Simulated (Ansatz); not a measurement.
# Li2O: levels at named points

Aim: the gap, band edges and levels at named points of Li2O.

Method: DFT PBE, scalar-relativistic, plane waves, PAW, unless a step's input says otherwise, in Ansatz 0.2.0.

That is the level of the relaxation; later steps name their own.

## Step 1: The structure to begin with

The structure is cubic, space group Fm-3m (No. 225). Conventional cell: a = 4.626 Å, b = 4.626 Å, c = 4.626 Å, α = 90.00°, β = 90.00°, γ = 90.00°. Around Li (site symmetry -43m) lie 4 O at 2.00 Å. Around O (site symmetry m-3m) lie 8 Li at 2.00 Å.

As a file:

```cif
data_structure
_symmetry_space_group_name_H-M 'P 1'
_symmetry_Int_Tables_number 1
_cell_length_a 3.2711
_cell_length_b 3.2711
_cell_length_c 3.2711
_cell_angle_alpha 60.000
_cell_angle_beta 60.000
_cell_angle_gamma 60.000
_cell_volume 24.75
loop_
_atom_site_label
_atom_site_type_symbol
_atom_site_fract_x
_atom_site_fract_y
_atom_site_fract_z
_atom_site_occupancy
Li1 Li 0.25000 0.25000 0.25000 1
Li2 Li 0.75000 0.75000 0.75000 1
O1 O 0.00000 0.00000 0.00000 1
```

This cell was relaxed beforehand with the same method: volume 8.25 Å³/atom, gap on the mesh 4.98 eV.

## Step 2: Band edges over the whole zone

input.yaml reads:

```yaml
crystal:
  lattice:
    - [0.0, 2.3130253889, 2.3130253889]
    - [2.3130253889, 0.0, 2.3130253889]
    - [2.3130253889, 2.3130253889, 0.0]
  atoms:
    - { symbol: Li, position: [0.25, 0.25, 0.25] }
    - { symbol: Li, position: [0.75, 0.75, 0.75] }
    - { symbol: O, position: [0.0, 0.0, 0.0] }
basis:
  ecutwfc: 420
kpoints:
  mp_grid: { grid: [8, 8, 8] }
  band_path: { path: [VBM, CBM], npoints: 2 }
hamiltonian:
  xc: pbe
scf:
  occupations: { method: gaussian, width: 0.02 }
output:
  forces: true
  stress: true
  eigenvalues: true
```

Started as:

```bash
ansatz run input.yaml --threads 2 --pin off --max-ram 5120MiB --backend cpu --events-out ev --progress --plain --runs-dir out
```

The program printed, cut to the lines that bear on the results:

```text
Warning: RAYON_NUM_THREADS=2 ignored (pool sized by the plan → 2); use --threads N
[...]
Pseudopotentials: kind: paw
Pseudopotential: Li, paw, valence charge 3, recommended cutoff 420 eV (normal), Li.paw.azcp
Pseudopotential: O, paw, valence charge 6, recommended cutoff 420 eV (normal), O.paw.azcp
Functional definition: PBE
[...]
Crystal: 3 atoms, lattice volume = 24.750 Å³
Basis set: ecut = 420 eV, 531 PW (Γ), exchange–correlation on 48×48×48 points (8 copies of the dense FFT grid, shifted against one another)
Bands: 10, of which v1, the nominal top of the filled ones, is band 6 counted from 1 (5 counted from 0)
Symmetry: 48 space group operations
Space group: Fm-3m (ITA 225), of the structure as read, at distance tolerance 2.9e-5 Å
k-points: 29 of 512
[...]
SCF iter   1: F=—  HF=-979.862745 eV  |F-HF|=—  |Δ(HF+E_count)|=         —  Δρ=4.96e-4  dr2=1.06e-5  ethr=1.77e-3  ⟨swp⟩=5.8  Hψ=1669  notcnv=0
[...]
SCF iter   6: F=-979.862748 eV  HF=-979.862748 eV  |F-HF|=1.57e-9  |Δ(HF+E_count)|=   3.16e-9  Δρ=3.19e-6  dr2=2.01e-9  ethr=1.63e-10  ⟨swp⟩=2.0  Hψ=816  notcnv=0
[...]
NSCF: frozen V_eff on 16 k-points
NSCF: frozen V_eff on 16 k-points
NSCF: frozen V_eff on 16 k-points
NSCF: frozen V_eff on 11 k-points
NSCF: frozen V_eff on 5 k-points
NSCF: frozen V_eff on 11 k-points
NSCF: frozen V_eff on 9 k-points
NSCF: frozen V_eff on 5 k-points
NSCF: frozen V_eff on 9 k-points
NSCF: frozen V_eff on 4 k-points
NSCF: frozen V_eff on 6 k-points
NSCF: frozen V_eff on 4 k-points
NSCF: frozen V_eff on 6 k-points
NSCF: frozen V_eff on 4 k-points
NSCF: frozen V_eff on 3 k-points
SCF converged after 6 iterations
Free energy (F): -979.862748 eV
[...]
E sigma→0 (E₀):  -979.862748 eV
Fermi energy:    5.393215 eV
[...]
--- Forces (eV/Å), atoms counted from 1 ---
  atom   1  Li     0.00000000     0.00000000     0.00000000
  atom   2  Li     0.00000000    -0.00000000     0.00000000
  atom   3  O     -0.00000000     0.00000000    -0.00000000
[...]
--- Stress (GPa, compression-positive) ---
        0.003545       0.000000       0.000000
        0.000000       0.003545      -0.000000
        0.000000      -0.000000       0.003545
  P = ⅓ Tr σ = 0.0035 GPa (0.035 kbar)
--- Band table (eV; the first three rows and the last of 29) ---
  k-point 0: bands = ["-40.0631", "-39.7379", "-12.5338", "2.9013", "2.9013", "2.9013", "8.1368", "14.8211", "14.8211", "14.8211"]
[...]
```

Wall time 1.9 s (2 threads of Intel Xeon at 2.50GHz (Skylake/Cascade Lake), shared host); peak memory 0.29 GiB.

## Step 3: Levels with PBE on the hybrid's mesh

input.yaml: that of step 2 with these lines changed.

```diff
@@ -12,4 +12,13 @@
 kpoints:
-  mp_grid: { grid: [8, 8, 8] }
-  band_path: { path: [VBM, CBM], npoints: 2 }
+  mp_grid: { grid: [6, 6, 6] }
+  band_path:
+    path:
+      - [0.0, 0.0, 0.0]
+      - [0.5, 0.0, 0.5]
+      - [0.625, 0.25, 0.625]
+      - [0.375, 0.375, 0.75]
+      - [0.5, 0.5, 0.5]
+      - [0.5, 0.25, 0.75]
+      - [0.0, 0.5, 0.5]
+    npoints: 1
 hamiltonian:
@@ -18,2 +27,3 @@
   occupations: { method: gaussian, width: 0.02 }
+  n_extra_bands: 4
 output:
```

Started as:

```bash
ansatz run input.yaml --threads 2 --pin off --max-ram 5120MiB --backend cpu --events-out ev --progress --plain --runs-dir out
```

The program printed:

```text
Warning: RAYON_NUM_THREADS=2 ignored (pool sized by the plan → 2); use --threads N
scf.n_extra_bands = 4 over 6 filled bands (N_el = 12.0): the run solves 10 bands
Engine: ansatz 0.2.0, x86_64-unknown-linux-gnu
Pseudopotentials: kind: paw
Pseudopotential: Li, paw, valence charge 3, recommended cutoff 420 eV (normal), Li.paw.azcp
Pseudopotential: O, paw, valence charge 6, recommended cutoff 420 eV (normal), O.paw.azcp
Functional definition: PBE
  parameter kappa = 0.804
  parameter beta = 0.06672455060314922
  exchange = pbe_x(kappa = kappa, mu = beta*pi^2/3)
  correlation = pbe_c(beta = beta)
Crystal: 3 atoms, lattice volume = 24.750 Å³
Basis set: ecut = 420 eV, 531 PW (Γ), exchange–correlation on 48×48×48 points (8 copies of the dense FFT grid, shifted against one another)
Bands: 10, of which v1, the nominal top of the filled ones, is band 6 counted from 1 (5 counted from 0)
Symmetry: 48 space group operations
Space group: Fm-3m (ITA 225), of the structure as read, at distance tolerance 2.9e-5 Å
k-points: 16 of 216
Non-local potential: Li, projectors of the file, l = 0: 3, l = 1: 2, l = 2: 1
Non-local potential: O, projectors of the file, l = 0: 2, l = 1: 2, l = 2: 1
PAW form: soft (Blöchl's): semilocal exchange-correlation on the pseudo side does not see the compensation charge
PAW one-centre angular grid: Li, 110 points (default); XC on 64 Gauss nodes
PAW one-centre angular grid: O, 110 points (default); XC on 64 Gauss nodes
Initial density: superposition of atomic densities (neutral atoms: chi_scale 0, normalization atom), corrected by the library's trained network
Initial wavefunctions: pseudopotential atomic-orbital guess
Functional: x = pbe(κ = 0.804, μ = 0.2195149727645171), c = pbe(β = 0.06672455060314922)
SCF iter   1: F=—  HF=-979.862710 eV  |F-HF|=—  |Δ(HF+E_count)|=         —  Δρ=4.90e-4  dr2=1.01e-5  ethr=1.77e-3  ⟨swp⟩=5.6  Hψ=911  notcnv=0
preconditioner: auto → none  [insulator: Δε(μ)=4.980 eV  Ē_g=15.877 eV  σ=0.020 eV  W_gap=1.00  n_scr=8 (ndim 8)  ℏωp=21.1 eV  f_vac=0.000  D(μ)=0.00/eV (n_scr^D=0)  ε∞_Penn≈2.8]
SCF iter   2: F=—  HF=-979.862693 eV  |F-HF|=—  |Δ(HF+E_count)|=   1.63e-5  Δρ=5.71e-4  dr2=6.25e-5  ethr=8.41e-8  ⟨swp⟩=2.3  Hψ=378  notcnv=0
SCF iter   3: F=—  HF=-979.862700 eV  |F-HF|=—  |Δ(HF+E_count)|=   6.50e-6  Δρ=2.49e-4  dr2=1.18e-5  ethr=8.41e-8  ⟨swp⟩=2.0  Hψ=224  notcnv=0
SCF iter   4: F=—  HF=-979.862707 eV  |F-HF|=—  |Δ(HF+E_count)|=   7.03e-6  Δρ=4.05e-5  dr2=1.75e-7  ethr=8.41e-8  ⟨swp⟩=2.0  Hψ=224  notcnv=0
iter 5 did not close the SCF: its close was put off for the readings that it lacked (scf_convergence_deferred on its scf_iter line)
SCF iter   5: F=-979.862707 eV  HF=-979.862707 eV  |F-HF|=9.71e-9  |Δ(HF+E_count)|=   2.96e-8  Δρ=8.69e-6  dr2=1.33e-8  ethr=1.46e-9  ⟨swp⟩=2.4  Hψ=207  notcnv=0
SCF iter   6: F=-979.862707 eV  HF=-979.862707 eV  |F-HF|=1.05e-9  |Δ(HF+E_count)|=   2.10e-9  Δρ=2.61e-6  dr2=1.35e-9  ethr=1.11e-10  ⟨swp⟩=2.0  Hψ=448  notcnv=0
SCF 1 converged in 6 iterations: F = -979.862707 eV  dr2 = 1.35e-9
NSCF: frozen V_eff on 7 k-points
SCF converged after 6 iterations
Free energy (F): -979.862707 eV
Harris-Foulkes:  -979.862707 eV  (|F-HF|=1.05e-9)
Internal energy: -979.862707 eV  (E = F + TS)
E sigma→0 (E₀):  -979.862707 eV
Fermi energy:    5.393294 eV
--- Per-component energies (eV) ---
  E_band       = -174.064082
  E_kinetic    = 222.560483
  E_local      = -569.086723  (includes V_loc(G=0)·N_el)
  E_nonlocal   = -18.100073
  E_hartree    = 188.226798
  E_xc         = -97.535604
  E_vxc        = -124.820097  (∫ρ·V_xc dr)
  E_paw        = -200.209473  (= ΣΔE_a)
  E_vpaw       = -61.073146  (= ΣTr[D̂ρ^β])
  E_aug_tail   = 0.002613  (compensation charges beyond the density's cutoff)
  E_ewald      = -505.720727
  E_smearing   = -0.000000  (= −TS)
  E_closure    = 0.000000  (closes the sum)
  Σ components = -979.862707   (vs F -979.862707, Δ=0.00e0)
--- Forces (eV/Å), atoms counted from 1 ---
  atom   1  Li    -0.00000000     0.00000000     0.00000000
  atom   2  Li    -0.00000000    -0.00000000    -0.00000000
  atom   3  O     -0.00000000     0.00000000    -0.00000000
  max |Σ_I F_I| component: 5.55e-17 eV/Å
--- Stress (GPa, compression-positive) ---
        0.004490      -0.000000      -0.000000
       -0.000000       0.004490       0.000000
       -0.000000      -0.000000       0.004490
  P = ⅓ Tr σ = 0.0045 GPa (0.045 kbar)
--- Band table (eV; the first three rows and the last of 16) ---
  k-point 0: bands = ["-40.0631", "-39.7379", "-12.5337", "2.9015", "2.9015", "2.9015", "8.1368", "14.8211", "14.8211", "14.8211"]
  k-point 1: bands = ["-40.0380", "-39.7566", "-12.4823", "2.0668", "2.7817", "2.7817", "8.8425", "14.8085", "15.1543", "15.1543"]
  k-point 2: bands = ["-39.9721", "-39.8099", "-12.3714", "0.7235", "2.5608", "2.5608", "10.4078", "14.1110", "15.2058", "15.2058"]
  k-point 15: bands = ["-39.9095", "-39.8564", "-12.2563", "1.1932", "1.3633", "1.4749", "9.3351", "14.2105", "16.6774", "17.2569"]
```

It took 0.91 s on 2 threads of Intel Xeon at 2.50GHz (Skylake/Cascade Lake), shared host; peak memory 0.28 GiB.

Levels at named points, in eV from the top of the last band filled by count:

```csv
point,band 4,band 5,band 6,band 7,band 8,band 9
Γ,0.00,0.00,0.00,5.24,11.92,11.92
X,-1.60,-1.37,-1.37,4.98,13.50,13.50
U,-2.00,-1.51,-1.08,6.55,11.56,13.27
K,-2.00,-1.51,-1.08,6.55,11.56,13.27
L,-2.76,-0.44,-0.44,9.19,9.77,12.05
W,-1.81,-1.48,-1.48,7.17,10.40,14.06
bottom*,-1.60,-1.37,-1.37,4.98,13.50,13.50
```

* Points where the relaxation's level has its edges, typed into the path; another level's edges can lie beside them.

## Step 4: Levels with HSE06

input.yaml: that of step 3 with these lines changed.

```diff
@@ -24,9 +24,7 @@
 hamiltonian:
-  xc: pbe
+  xc: hse06
 scf:
-  occupations: { method: gaussian, width: 0.02 }
+  occupations: { method: fixed }
   n_extra_bands: 4
 output:
-  forces: true
-  stress: true
   eigenvalues: true
```

Started as:

```bash
ansatz run input.yaml --threads 2 --pin off --max-ram 5120MiB --backend cpu --events-out ev --progress --plain --runs-dir out
```

The program printed:

```text
Warning: RAYON_NUM_THREADS=2 ignored (pool sized by the plan → 2); use --threads N
scf.n_extra_bands = 4 over 6 filled bands (N_el = 12.0): the run solves 10 bands
Engine: ansatz 0.2.0, x86_64-unknown-linux-gnu
Pseudopotentials: kind: paw
Pseudopotential: Li, paw, valence charge 3, recommended cutoff 420 eV (normal), Li.paw.azcp
Pseudopotential: O, paw, valence charge 6, recommended cutoff 420 eV (normal), O.paw.azcp
Functional definition: HSE06
  parameter a = 0.25
  parameter omega = 0.11/bohr
  exchange = pbe_x - a*pbe_x_sr(omega) + a*exact_x_sr(omega)
  correlation = pbe_c
davidson cushion auto → on  (no smearing: the cushion is to keep the highest requested band from converging to the state above it; pin scf.eigensolver.cushion to override)
Crystal: 3 atoms, lattice volume = 24.750 Å³
Basis set: ecut = 420 eV, 531 PW (Γ)
Bands: 10, of which v1, the nominal top of the filled ones, is band 6 counted from 1 (5 counted from 0)
Symmetry: 48 space group operations
Space group: Fm-3m (ITA 225), of the structure as read, at distance tolerance 2.9e-5 Å
k-points: 16 of 216
Non-local potential: Li, projectors of the file, l = 0: 3, l = 1: 2, l = 2: 1
Non-local potential: O, projectors of the file, l = 0: 2, l = 1: 2, l = 2: 1
PAW form: soft (Blöchl's): semilocal exchange-correlation on the pseudo side does not see the compensation charge
PAW frozen core: O, regenerated for the run's functional, and the local potential with it (the file was generated under x = pbe(κ = 0.804, μ = 0.2195149727645171), c = pbe(β = 0.06672455060314922))
PAW one-centre angular grid: Li, 110 points (default); XC on 96 Gauss nodes
PAW one-centre angular grid: O, 110 points (default); XC on 96 Gauss nodes
Initial density: superposition of atomic densities (neutral atoms: chi_scale 0, normalization atom), corrected by the library's trained network
Initial wavefunctions: pseudopotential atomic-orbital guess
Functional: x = pbe(κ = 0.804, μ = 0.2195149727645171), c = pbe(β = 0.06672455060314922), warm-up for x = pbe(κ = 0.804, μ = 0.2195149727645171) + 0.25 (exact − pbe) at short range (hse, ω = 0.20786987370883472 Å⁻¹), c = pbe(β = 0.06672455060314922); HSE06 as pw.x's `hse` composes it (authors' and Libxc's form: `xc: wpbeh`)
SCF iter   1: F=—  HF=-979.862757 eV  |F-HF|=—  |Δ(HF+E_count)|=         —  Δρ=8.31e-4  dr2=1.10e-4  ethr=1.77e-3  ⟨swp⟩=2.0  Hψ=1199  notcnv=0
preconditioner: auto → none  [insulator: Δε(μ)=4.976 eV  Ē_g=15.875 eV  n_scr=8 (ndim 8)  ℏωp=21.1 eV  f_vac=0.000]
SCF iter   2: F=-979.862831 eV  HF=-979.862835 eV  |F-HF|=4.27e-6  |Δ(HF+E_count)|=   7.83e-5  Δρ=5.38e-4  dr2=3.73e-5  ethr=9.13e-7  ⟨swp⟩=3.6  Hψ=521  notcnv=0
SCF 1 stopped early in 2 iterations: F = -979.862831 eV  dr2 = 3.73e-5
Initial density: handed on by an earlier stage of this run
Initial wavefunctions: those handed on with the density
Functional: x = pbe(κ = 0.804, μ = 0.2195149727645171) + 0.25 (exact − pbe) at short range (hse, ω = 0.20786987370883472 Å⁻¹), c = pbe(β = 0.06672455060314922); HSE06 as pw.x's `hse` composes it (authors' and Libxc's form: `xc: wpbeh`)
Exchange kernel: α = 0.2500, screened, ω = 0.2079 Å⁻¹, Wigner–Seitz truncation, v(0) = 1043.4162 eV·Å³, q-mesh 6×6×6, nearest image of the exchange supercell L = 19.63 Å, pair-density grid 15×15×15, without the augmentation charges, whose exchange is taken in its separable form by FFT convolution over the k-point mesh (sized by the pseudopotential files, 18×18×18 at the most), smooth part of the exact exchange by density-matrix convolution
Frozen-core exchange: fock
SCF iter   1: F=—  HF=-979.819366 eV  |F-HF|=—  |Δ(HF+E_count)|=         —  Δρ=6.37e-3  dr2=1.12e-2  ethr=3.11e-6  ⟨swp⟩=5.7  Hψ=760  notcnv=0
preconditioner: auto → none  [insulator: Δε(μ)=6.613 eV  Ē_g=18.274 eV  n_scr=8 (ndim 8)  ℏωp=21.1 eV  f_vac=0.000]
SCF iter   2: F=—  HF=-979.816619 eV  |F-HF|=—  |Δ(HF+E_count)|=   2.75e-3  Δρ=4.65e-3  dr2=2.16e-3  ethr=3.11e-6  ⟨swp⟩=4.0  Hψ=554  notcnv=0
SCF iter   3: F=—  HF=-979.819032 eV  |F-HF|=—  |Δ(HF+E_count)|=   2.41e-3  Δρ=1.81e-3  dr2=8.38e-4  ethr=3.11e-6  ⟨swp⟩=3.0  Hψ=465  notcnv=0
SCF iter   4: F=—  HF=-979.818800 eV  |F-HF|=—  |Δ(HF+E_count)|=   2.32e-4  Δρ=4.26e-4  dr2=8.33e-5  ethr=3.11e-6  ⟨swp⟩=2.0  Hψ=384  notcnv=0
iter 5 solved again at ethr=3.87e-9 eV; its pass at ethr=5.00e-7 eV (dr2=4.65e-7 eV) is discarded
SCF iter   5: F=—  HF=-979.818789 eV  |F-HF|=—  |Δ(HF+E_count)|=   1.13e-5  Δρ=6.04e-5  dr2=1.81e-5  ethr=3.87e-9  ⟨swp⟩=4.0  Hψ=923  notcnv=0
SCF iter   6: F=—  HF=-979.818875 eV  |F-HF|=—  |Δ(HF+E_count)|=   8.62e-5  Δρ=3.97e-4  dr2=3.53e-5  ethr=3.71e-9  ⟨swp⟩=4.1  Hψ=603  notcnv=0
SCF iter   7: F=-979.818865 eV  HF=-979.818865 eV  |F-HF|=9.25e-8  |Δ(HF+E_count)|=   1.01e-5  Δρ=2.53e-5  dr2=1.33e-6  ethr=3.71e-9  ⟨swp⟩=4.0  Hψ=610  notcnv=0
SCF 2 stopped early in 7 iterations: F = -979.818865 eV  dr2 = 1.33e-6
hybrid outer 1: dexx = +3.411e-3 eV, tail = 5.56e-6 eV
Exchange kernel: α = 0.2500, screened, ω = 0.2079 Å⁻¹, Wigner–Seitz truncation, v(0) = 1043.4162 eV·Å³, q-mesh 6×6×6, nearest image of the exchange supercell L = 19.63 Å, pair-density grid 15×15×15, without the augmentation charges, whose exchange is taken in its separable form by FFT convolution over the k-point mesh (sized by the pseudopotential files, 18×18×18 at the most), smooth part of the exact exchange by density-matrix convolution
Frozen-core exchange: fock
SCF iter   1: F=—  HF=-979.818910 eV  |F-HF|=—  |Δ(HF+E_count)|=         —  Δρ=4.12e-5  dr2=4.18e-7  ethr=2.32e-7  ⟨swp⟩=2.3  Hψ=391  notcnv=0
preconditioner: auto → none  [insulator: Δε(μ)=6.573 eV  Ē_g=18.226 eV  n_scr=8 (ndim 8)  ℏωp=21.1 eV  f_vac=0.001]
iter 2 solved again at ethr=2.34e-11 eV; its pass at ethr=3.36e-9 eV (dr2=2.81e-9 eV) is discarded
SCF iter   2: F=-979.818910 eV  HF=-979.818910 eV  |F-HF|=5.88e-9  |Δ(HF+E_count)|=   4.98e-8  Δρ=6.81e-6  dr2=9.69e-9  ethr=2.34e-11  ⟨swp⟩=2.6  Hψ=939  notcnv=0
SCF 3 converged in 2 iterations: F = -979.818910 eV  dr2 = 9.69e-9
hybrid outer 2: dexx = +3.436e-8 eV, tail = 2.51e-8 eV, Δε = 1.73e-3 eV (about 1.44e-4 eV left of the loop's levels)
NSCF: frozen V_eff on 7 k-points
hybrid SCF converged: 2 outer / 9 inner (+2 warm-up), last move |dexx| = 3.44e-8 eV, tail = 2.51e-8 eV
Stability not checked: this state was not tested for a lower state beside it, because the functional holds exact exchange (a hybrid, or Hartree-Fock), whose exchange loop this test does not read (fock_operator; see scf.lower_state_search)
Free energy (F): -979.818910 eV
Frozen-core exchange: fock
Harris-Foulkes:  -979.818910 eV  (|F-HF|=5.88e-9)
Internal energy: -979.818910 eV  (E = F + TS)
E sigma→0 (E₀):  -979.818910 eV
Fermi energy:    1.689373 eV
--- Per-component energies (eV) ---
  E_band       = -202.058162
  E_kinetic    = 223.625940
  E_local      = -569.791466  (includes V_loc(G=0)·N_el)
  E_nonlocal   = -19.259160
  E_hartree    = 189.245945
  E_xc         = -78.745251
  E_vxc        = -99.858754  (∫ρ·V_xc dr)
  E_exx        = -42.648328  (= α·E_x^exact, valence–valence)
  E_paw        = -176.501789  (= ΣΔE_a)
  E_vpaw       = -29.972105  (= ΣTr[D̂ρ^β])
  E_aug_tail   = 0.002588  (compensation charges beyond the density's cutoff)
  E_ewald      = -505.720727
  E_core_change = -0.026660  (= ΣΔE_core)
  E_smearing   = -0.000000  (= −TS)
  E_closure    = 0.000000  (closes the sum)
  Σ components = -979.818910   (vs F -979.818910, Δ=0.00e0)
--- Band table (eV; the first three rows and the last of 16) ---
  k-point 0: bands = ["-43.7972", "-43.4714", "-15.2180", "1.6894", "1.6894", "1.6894", "8.5689", "15.5069", "15.5069", "15.5069"]
  k-point 1: bands = ["-43.7718", "-43.4897", "-15.1610", "0.8170", "1.5614", "1.5614", "9.3093", "15.5296", "15.8566", "15.8566"]
  k-point 2: bands = ["-43.7051", "-43.5424", "-15.0383", "-0.6191", "1.3237", "1.3237", "10.9758", "14.8485", "15.8698", "15.8698"]
  k-point 15: bands = ["-43.6417", "-43.5881", "-14.9099", "-0.0826", "0.0119", "0.1596", "9.7573", "14.9876", "17.6267", "18.2412"]
```

It took 36 s on 2 threads of Intel Xeon at 2.50GHz (Skylake/Cascade Lake), shared host; peak memory 0.69 GiB.

Levels at named points, in eV from the top of the last band filled by count:

```csv
point,band 4,band 5,band 6,band 7,band 8,band 9
Γ,0.00,0.00,0.00,6.88,13.82,13.82
X,-1.75,-1.46,-1.46,6.57,15.67,15.67
U,-2.10,-1.64,-1.14,8.20,13.59,15.35
K,-2.10,-1.64,-1.14,8.20,13.59,15.35
L,-2.93,-0.48,-0.48,11.08,11.65,13.89
W,-1.87,-1.60,-1.60,8.83,12.33,16.23
bottom*,-1.75,-1.46,-1.46,6.57,15.67,15.67
```

* Points where the relaxation's level has its edges, typed into the path; another level's edges can lie beside them.

## Step 5: The ladder

```csv
level,k mesh,gap (eV),least direct gap (eV),top at,bottom at,CPU time (s)
PBE on the hybrid's mesh,6×6×6,4.98,5.24,Γ,X,1.4
HSE06,6×6×6,6.57,6.88,Γ,X,67
```

Gaps are by band count over the mesh and the named points; a gap of 0 means that the bands overlap or touch.

## Step 6: Results

| quantity | value |
| --- | --- |
| gap, HSE06 | 6.57 eV, indirect |

What this shows: At HSE06 the gap is 6.57 eV, from Γ to X.
